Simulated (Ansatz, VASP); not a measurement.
## Ru: VASP beside Ansatz

```xyz
5
Lattice="2.7060 0.0000 0.0000 1.3530 2.3435 0.0000 0.0000 0.0000 25.9640" Properties=species:S:1:pos:R:3 pbc="T T T"
Ru    0.0000    0.0000    8.7433
Ru    1.3530    0.7812   10.8197
Ru    0.0000    0.0000   12.9820
Ru    1.3530    0.7812   15.1443
Ru    0.0000    0.0000   17.2207
```

Alike in both runs: functional PBE; k mesh 16 × 16 × 1; occupations gaussian, width 0.1 eV; no spin polarisation.

Ansatz relaxed the structure, and its values are those at the end. VASP's run is a single point on that final structure, the one shown.

|  | VASP | Ansatz |
| --- | --- | --- |
| version | VASP 6.6.1 | Ansatz 0.2.0 |
| potentials or method | VASP PAW PBE potentials, release 64 (Ru_pv) | scalar-relativistic, plane waves, PAW |
| plane-wave cutoff (eV) | 520 | 420 |
| valence electrons in the cell | 70 | 80 |

Ansatz gave:

```
gap on the k mesh at the Fermi level (eV) : none
rms of the force components (eV/Å)        : 0.000
```

Question: Which values does VASP return?

Answer: gap on the k mesh at the Fermi level (eV): none; rms of the force components (eV/Å): 0.005.

A gap of «none» marks a metal or a gap that the smearing closes. The two sets of potentials don't hold the same shells in valence. Ansatz warned: «xc_potential_rough_in_thin_density».
